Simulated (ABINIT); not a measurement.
CdSe:

```
CELL_PARAMETERS angstrom
0.00000 3.07027 3.07027
3.07027 0.00000 3.07027
3.07027 3.07027 0.00000
ATOMIC_POSITIONS crystal
Cd 0.00000 0.00000 0.00000
Se 0.25000 0.25000 0.25000
```

Measurements of this composition are mostly on another form, of space group No. 186.

Base run:

- Program: ABINIT 10.8.3 (patched build)
- Functional: RPBE
- Potentials or basis: JTH PAW PBE v2.0
- Cutoff: 463 eV
- k mesh: 8 × 8 × 8
- Occupations: fermi-dirac, width 0.05 eV
- Spin: no spin polarisation

Its results: band gap on the k mesh 0.72 eV, direct.

Q: The run is repeated on the same cell with these changes: functional from RPBE to HCTH407. What comes out?

A: Band gap on the k mesh 0.92 eV, direct.

